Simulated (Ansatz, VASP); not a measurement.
**One calculation of Ti, two programs**

INCAR

```
SYSTEM = Ti
ALGO = Normal ; EDIFF = 1E-7
ENCUT = 520 ; GGA = PS
ISIF = 2 ; ISMEAR = -1
LASPH = .TRUE. ; LCHARG = .FALSE.
LREAL = .FALSE. ; LWAVE = .FALSE.
NBANDS = 12 ; NELM = 80
PREC = Accurate ; SIGMA = 0.08
```

File KPOINTS:

```
k-points
0
G
  14 14 14
  0 0 0
```

The input POSCAR:

```
Ti
1.0
    1.9891971254      0.0000000000      0.0000000000
    0.0000000000      1.9891971254      0.0000000000
    0.0000000000      0.0000000000      1.9891971254
Ti
1
Direct
    0.0000000000      0.0000000000      0.0000000000
```

Input for Ansatz:

```yaml
crystal:
  lattice:
    - [1.9891971254, 0.0, 0.0]
    - [0.0, 1.9891971254, 0.0]
    - [0.0, 0.0, 1.9891971254]
  atoms:
    - { symbol: Ti, position: [0.0, 0.0, 0.0] }
kpoints:
  mp_grid: { grid: [14, 14, 14] }
  band_path:
    path:
      - [0.0, 0.0, 0.0]
      - [0.0, 0.5, 0.0]
      - [0.5, 0.5, 0.0]
      - [0.0, 0.0, 0.0]
      - [0.5, 0.5, 0.5]
      - [0.0, 0.5, 0.0]
      - [0.5, 0.5, 0.5]
      - [0.5, 0.5, 0.0]
    npoints: 8
scf:
  occupations: { method: fermi_dirac, width: 0.08 }
hamiltonian:
  xc: pbesol
  pseudopotentials: { kind: paw }
output:
  forces: true
  stress: true
  eigenvalues: true
  populations: true
  dos: { projected: true, de: 0.2, e_range: [-14, 8] }
```

Change from the starting cell: volume scaled by 0.45, PAW files.

Alike in both runs: task single point; functional PBEsol; k mesh 14 × 14 × 14; occupations fermi-dirac, width 0.08 eV; no spin polarisation.

```csv
,VASP,Ansatz
version,VASP 6.6.1,Ansatz 0.2.0
potentials or method,"VASP PAW PBE potentials, release 64 (Ti_sv)","PAW with Ansatz's default frozen-core files, scalar-relativistic"
plane-wave cutoff (eV),520,420
valence electrons in the cell,12,12
```

```csv
,VASP,Ansatz,Ansatz less VASP
pressure (GPa),301.9,289.2,-12.72
```

Caveats: the cell as given lies far from equilibrium; so large a pressure means that the cell lies far from this level's equilibrium, or that cutoff or potentials fall short (VASP); the potentials were made for another functional, which shifts forces and pressure (VASP).
